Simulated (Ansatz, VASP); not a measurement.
## Two plane-wave programs on SnO2

```xyz
6
Lattice="4.8256 0.0000 0.0000 0.0000 4.8256 0.0000 0.0000 0.0000 3.2373" Properties=species:S:1:pos:R:3 pbc="T T T"
Sn    0.0000    0.0000    0.0000
Sn    2.4128    2.4128    1.6187
O     1.4802    1.4802    0.0000
O     0.9326    3.8930    1.6187
O     3.3454    3.3454    0.0000
O     3.8930    0.9326    1.6187
```

Alike in both runs: functional PBE; k mesh 4 × 4 × 6; occupations gaussian, width 0.1 eV; no spin polarisation.

Ansatz relaxed the structure, and its values are those at the end. VASP's run is a single point on that final structure, the one shown.

|  | VASP | Ansatz |
| --- | --- | --- |
| version | VASP 6.6.1 | Ansatz 0.2.0 |
| potentials or method | VASP PAW PBE potentials, release 64 (Sn_d, O) | scalar-relativistic, plane waves, PAW |
| plane-wave cutoff (eV) | 520 | 420 |
| valence electrons in the cell | 52 | 52 |

Ansatz gave:

- gap on the k mesh at the Fermi level (eV): 0.69
- least direct gap on the mesh (eV): 0.69
- pressure (GPa): 0.2
- rms of the force components (eV/Å): 0.012

Question: Which values does VASP return?

Answer: gap on the k mesh at the Fermi level (eV): 0.68; least direct gap on the mesh (eV): 0.68; pressure (GPa): 0.8; rms of the force components (eV/Å): 0.020.

Caveats: spin-orbit coupling is left out, which moves the levels of the heavy elements. Expect the measured gap to be larger: semilocal functionals such as PBE lack the derivative discontinuity.
